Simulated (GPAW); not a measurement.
**Te: single point with PBEsol0**

Te:

```
Te
1.0
     4.45400    0.00000    0.00000
    -2.22700    3.85728    0.00000
     0.00000    0.00000    5.92400
Te
3
Direct
  0.73100 0.73100 0.00000
  0.00000 0.26900 0.66667
  0.26900 0.00000 0.33333
```

```
Program             : GPAW 26.7.0
Task                : single point
Functional          : PBEsol0
Potentials or basis : GPAW PAW data sets (gpaw-data 1.2.1)
Cutoff              : 450 eV
Basis               : pw
k mesh              : 3 × 3 × 2
Occupations         : fermi-dirac, width 0.05 eV
Spin                : no spin polarisation
Maxiter             : 60
```

```yaml
Largest_force: 0.648 eV/Å
Band_gap_on_the_k_mesh: 1.24 eV, direct
```

Forces on the atoms (eV/Å):
```
Te   0.324  0.562  0.000
Te   0.324 -0.562  0.000
Te  -0.648  0.000  0.000
```

Levels at points of the mesh, in eV from the valence-band top:
| k point | band 6 | band 7 | band 8 | band 9 | band 10 | band 11 |
| --- | --- | --- | --- | --- | --- | --- |
| (0.00, 0.00, 0.00) | -2.96 | -1.93 | -1.93 | -1.04 | 2.14 | 2.14 |
| (0.00, 0.00, 0.50) | -2.97 | -1.59 | -1.21 | -1.21 | 1.53 | 1.57 |

It took 24 min on 1 thread of Arm Neoverse V1, on a shared host, peak memory 0.23 GiB.

Caveat: the k mesh is coarse (spacing up to 0.54 Å⁻¹), so the values aren't converged, least of all with exact exchange; exact exchange converges slowly with the k mesh, and this mesh is small; the PAW data sets were made with another functional, which shifts forces and pressure a little; spin-orbit coupling is left out, which moves the levels of the heavy elements; an odd mesh through Γ misses points on the zone boundary, where band edges often lie.
